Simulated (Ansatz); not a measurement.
## ZrO$_{2}$: the gap under strain

ZrO$_{2}$, Fm-3m, a = 5.116 Å. This isn't the usual stable structure of the compound. Ansatz: PBE, PAW, 420 eV, Γ-centred 6×6×6 mesh on 6 atoms, Gaussian smearing 0.02 eV; no spin polarisation. Series: equal strain along all axes, cell held, atoms fixed by symmetry; x is the strain in per cent. The gap is sought over the whole zone.

| x (%) | gap y (eV) |
| --- | --- |
| -4.5 | 3.687 |
| -3.0 | 3.566 |
| -1.5 | 3.443 |
| 0.0 | 3.317 |
| 1.5 | 3.193 |
| 3.0 | ? |
| 4.5 | 2.936 |

Question: Fit y = E0 + c1 x + c2 x² to the other rows, give the deformation potential for this strain, and predict the missing gap.

Answer: Least squares on the rows shown. y = 3.3182 − 0.083457 x − 0.00032275 x². The deformation potential is 100 c1 = -8.35 eV per unit strain of each axis, or a third of that, -2.78 eV, as the usual dE_g/d ln V. At x = 3.0 the fit asked for gives 3.065 eV. The run gave 3.065 eV, the same to the digits shown. Note that a band edge changes its point in the zone among the fitted rows.

Semilocal functionals give gaps under the measured ones; changes of the gap mostly carry over better.